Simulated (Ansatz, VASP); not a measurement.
# GaP (GaP(110)) in two plane-wave programs, part 3 of 3

Aim: how closely do two programs agree when they are given the same cell, functional and k mesh? Of the first pair: The structure shown is the end of the VASP relaxation below. Valence electrons are named where the data sets of a main pair hold unlike numbers.

VASP 6.6.1 and Ansatz 0.2.0.

So far, gap on the k-mesh (eV): step 4 (comparison) 1.22.

### Step 7. VASP: band structure, PBE

Level of this step: PBE; plane waves and PAW (Ga, P) (VASP).

The same cell, functional, mesh and smearing now go to VASP, with its own data sets.

File INCAR:

```
SYSTEM = GaP
PREC = Normal
ENCUT = 320
EDIFF = 1E-06
NELM = 120
ISMEAR = 0
SIGMA = 0.03
LREAL = Auto
ALGO = Fast
GGA = PE
NBANDS = 54
LORBIT = 11
LWAVE = .FALSE.
LCHARG = .TRUE.
KPAR = 2
IDIPOL = 3
LDIPOL = .TRUE.
DIPOL = 0.5 0.5 0.5
LVHAR = .TRUE.
LVACPOTAV = .TRUE.
NEDOS = 1500
```

File POSCAR:

```
GaP
1.0
    3.9521941169      0.0000000000      0.0000000000
    0.0000000000      5.5892465213      0.0000000000
    0.0000000000      0.0000000000     31.5767805504
Ga P
9 9
Direct
    0.0000000000      0.0599911368      0.2671335911
    0.5000000000      0.4874917172      0.3122291530
    0.0000000000      0.9922015368      0.3773247457
    0.5000000000      0.4899439956      0.4380666032
    0.0000000000      0.9910803453      0.5000000000
    0.5000000000      0.4899439956      0.5619333968
    0.0000000000      0.9922015368      0.6226752543
    0.5000000000      0.4874917172      0.6877708470
    0.0000000000      0.0599911368      0.7328664089
    0.0000000000      0.7358550812      0.3152985640
    0.5000000000      0.2641260045      0.2470964850
    0.0000000000      0.7379879315      0.4385542905
    0.5000000000      0.2422778611      0.3759033338
    0.0000000000      0.7379879315      0.5614457095
    0.5000000000      0.2391691252      0.5000000000
    0.0000000000      0.7358550812      0.6847014360
    0.5000000000      0.2422778611      0.6240966662
    0.5000000000      0.2641260045      0.7529035150
```

File KPOINTS:

```
Automatic mesh
0
Gamma
6 5 1
0 0 0
```

File KPOINTS_OPT:

```
Line mode
14
Line-mode
Reciprocal
  0.00000000   0.00000000   0.00000000 GAMMA
  0.50000000   0.00000000   0.00000000 X

  0.50000000   0.00000000   0.00000000 X
  0.50000000   0.50000000   0.00000000 S

  0.50000000   0.50000000   0.00000000 S
  0.00000000   0.50000000   0.00000000 Y

  0.00000000   0.50000000   0.00000000 Y
  0.00000000   0.00000000   0.00000000 GAMMA

  0.00000000   0.00000000   0.00000000 GAMMA
  0.50000000   0.50000000   0.00000000 S
```

Potentials, in the order of the species: Ga and P (PBE family, release 64).

The run is started by

```console
$ mpirun -np 4 vasp_std
```

Numbers of over 12 decimals in the logs are rounded to 6 here.

The log of the run:

```text
[banner, memory and clock lines left out]
running    4 mpi-ranks, on    1 nodes
[...]
LDA part: xc-table for (Slater+PW92), standard interpolation
 POSCAR, INCAR and KPOINTS ok, starting setup
[...]
entering main loop
       N       E                     dE             d eps       ncg     rms          rms(c)
DAV:   1     0.295209454587E+03    0.29521E+03   -0.19112E+04  1304   0.696E+02
DAV:   2    -0.475330747116E+02   -0.34274E+03   -0.32999E+03  1726   0.156E+02
DAV:   3    -0.812935048890E+02   -0.33760E+02   -0.33311E+02  1568   0.503E+01
DAV:   4    -0.826659044323E+02   -0.13724E+01   -0.13679E+01  1816   0.115E+01
[...]
RMM:  16    -0.798637493722E+02   -0.35766E-04   -0.17558E-05  1670   0.126E-02    0.191E-02
RMM:  17    -0.798638345333E+02   -0.85161E-04   -0.10089E-04  1801   0.210E-02    0.216E-02
RMM:  18    -0.798638341050E+02    0.42830E-06   -0.44040E-06  1422   0.700E-03
|                                                                             |
[...]
|     workfunction values.                                                    |
|                                                                             |

   1 F= -.79863834E+02 E0= -.79863834E+02  d E =-.229553E-11
 Start KPOINTS_OPT (optional k-point list driver)
k-point batch [1-12\70]
       N       E                     dE             ncg
DAV:   1    -0.466482094528E+03   -0.72858E+04     1296
DAV:   2    -0.439295568673E+04   -0.39265E+04     1720
DAV:   3    -0.479658996937E+04   -0.40363E+03     1568
DAV:   4    -0.481240936455E+04   -0.15819E+02     1856
[...]
DAV:   8    -0.481283127089E+04   -0.43976E-04     1760
DAV:   9    -0.481283127333E+04   -0.24377E-05     1336
DAV:  10    -0.481283127350E+04   -0.17313E-06     1072
[...]
k-point batch [61-70\70]
       N       E                     dE             ncg
DAV:   1    -0.274558783360E+03   -0.12647E+05     1080
DAV:   2    -0.353915884532E+04   -0.32646E+04     1506
DAV:   3    -0.384376747423E+04   -0.30461E+03     1296
DAV:   4    -0.385463423751E+04   -0.10867E+02     1528
[...]
DAV:   8    -0.385499136037E+04   -0.47013E-04     1504
DAV:   9    -0.385499136189E+04   -0.15173E-05     1160
DAV:  10    -0.385499136199E+04   -0.10615E-06     1032
```

OUTCAR, selected parts (step 7):

```text
  Total       -6.5065219     -3.6421441     -0.3971288      0.0000000      0.0000000      0.0000000
  in kB      -14.9451437     -8.3658162     -0.9121843      0.0000000      0.0000000      0.0000000
  external PRESSURE =      -8.0743814 kB  Pullay stress =       0.0000000 kB

 POSITION                                       TOTAL-FORCE (eV/Angst)
 -----------------------------------------------------------------------------------
      0.00000      0.33531      8.43522        -0.000000     -0.001424     -0.001428
      1.97610      2.72471      9.85919        -0.000000      0.011962      0.023915
      0.00000      5.54566     11.91470         0.000000     -0.019339      0.003864
      1.97610      2.73842     13.83273        -0.000000     -0.009077     -0.006253
      0.00000      5.53939     15.78839        -0.000000      0.008473      0.000000
      1.97610      2.73842     17.74405        -0.000000     -0.009077      0.006253
      0.00000      5.54566     19.66208         0.000000     -0.019339     -0.003864
      1.97610      2.72471     21.71759        -0.000000      0.011962     -0.023915
      0.00000      0.33531     23.14156        -0.000000     -0.001424      0.001428
      0.00000      4.11288      9.95611         0.000000      0.010487     -0.003048
      1.97610      1.47627      7.80251        -0.000000     -0.002031      0.009562
      0.00000      4.12480     13.84813         0.000000      0.018837     -0.008618
      1.97610      1.35415     11.86982         0.000000     -0.014364     -0.003663
      0.00000      4.12480     17.72865         0.000000      0.018837      0.008618
[...]
-----------------------------------------------------------------------------------
    total drift:                               -0.000000      0.038964      0.000005

  FREE ENERGIE OF THE ION-ELECTRON SYSTEM (eV)
  ---------------------------------------------------
  free  energy   TOTEN  =       -79.8638341050 eV

  energy  without entropy=      -79.8638341050  energy(sigma->0) =      -79.86383411

[... 2 parts as in an earlier step ...]

[... 1 further part left out ...]
[key lines of the parts left out:]
E-fermi :  -0.7483
```

### Step 8. Differences

What differs besides the data sets and the points named for the pairs above, as far as they apply: the data sets hold 162 valence electrons in Ansatz (on its default PAW (the set named soft_2) files) and 72 in VASP. Total energies have different zeros and are not compared.

Both answers:

| quantity | Ansatz | VASP | difference |
| --- | --- | --- | --- |
| gap over the path points (eV) | 1.221 | 1.236 | -0.015 |

Levels at points of the path, from each program's valence-band top (eV; 4 filled, then empty):

```csv
k (reciprocal lattice),Ansatz,VASP
0.000 0.000 0.000,-0.14 -0.12 -0.09 0.00 1.52 1.78 1.85,-0.14 -0.12 -0.09 0.00 1.57 1.80 1.87
0.077 0.000 0.000,-0.44 -0.38 -0.18 -0.15 1.87 2.12 2.21,-0.44 -0.38 -0.18 -0.14 1.91 2.14 2.24
0.154 0.000 0.000,-0.79 -0.69 -0.43 -0.21 2.16 2.42 2.53,-0.78 -0.69 -0.43 -0.20 2.19 2.45 2.57
0.269 0.000 0.000,-1.31 -1.00 -0.70 -0.37 1.87 2.06 2.33,-1.30 -0.99 -0.69 -0.36 1.90 2.08 2.36
0.346 0.000 0.000,-1.49 -1.12 -0.78 -0.50 1.56 1.69 2.06,-1.47 -1.11 -0.77 -0.49 1.58 1.71 2.09
0.423 0.000 0.000,-1.56 -1.18 -0.81 -0.61 1.35 1.35 2.02,-1.54 -1.17 -0.79 -0.60 1.37 1.37 2.05
0.500 0.000 0.000,-1.50 -1.22 -0.81 -0.66 1.22 1.28 1.93,-1.49 -1.21 -0.79 -0.64 1.24 1.30 1.96
0.500 0.077 0.000,-1.47 -1.22 -0.80 -0.65 1.28 1.30 2.04,-1.45 -1.21 -0.78 -0.63 1.30 1.32 2.06
0.500 0.192 0.000,-1.34 -1.22 -0.76 -0.62 1.45 1.55 2.26,-1.32 -1.21 -0.74 -0.60 1.47 1.57 2.28
0.500 0.269 0.000,-1.24 -1.23 -0.72 -0.58 1.62 1.73 2.52,-1.23 -1.21 -0.70 -0.57 1.64 1.76 2.55
```

At this near-relaxed geometry the largest component of a force difference is 107 meV/Å. Among the levels compared at these points, filled levels agree within 17 meV and empty ones within 46 meV. With vacuum in the cell, a pressure given here is an average over mostly empty space and none of the material.

### Step 9. Further runs

Further runs change the set-up of one program: Ansatz's method, potentials or start, or VASP's data sets, cutoff or form of LDA. The table gives Ansatz less VASP for each quantity, since a change that brings one quantity closer may part another.

```
                                        run  r.m.s. force difference (meV/Å)  gap over the path points (eV)
                                   as above                               25                         -0.015
norm-conserving potentials (cutoff 1088 eV)                               23                         -0.014
```

### Step 10. Results

- r.m.s. force difference (single point, PBE): 25 meV/Å
- r.m.s. force difference (band structure, PBE): 25 meV/Å

In words: The r.m.s. force difference is 25 meV/Å (single point, PBE), beyond the 12 meV/Å picked in this series as the mark of a large difference. The data sets hold unlike numbers of valence electrons (162 in Ansatz and 72 in VASP), so part of the differences comes from the potentials. For single point, PBE, no further run moves any of the tabulated differences by more than a quarter of its size. For band structure, PBE, no further run moves any of the tabulated differences by more than a quarter of its size. 2 further runs of this series are not shown here. Such differences can come from data sets, numerical settings and the points named under the comparisons, not from the functional's error against experiment.

[Lines on the potential files, build, host, timing and source positions are cut from VASP's logs without a mark.]

[Logs are printed without paths, hosts, clocks, repeated set-up lines and the standing remarks that a program may print on its own settings, such as how far it seeks lower states.]

[Hosts, paths, dates, database ids (printed as entryN), source tags and the programs' standing remarks are cut or masked in the printed files.]
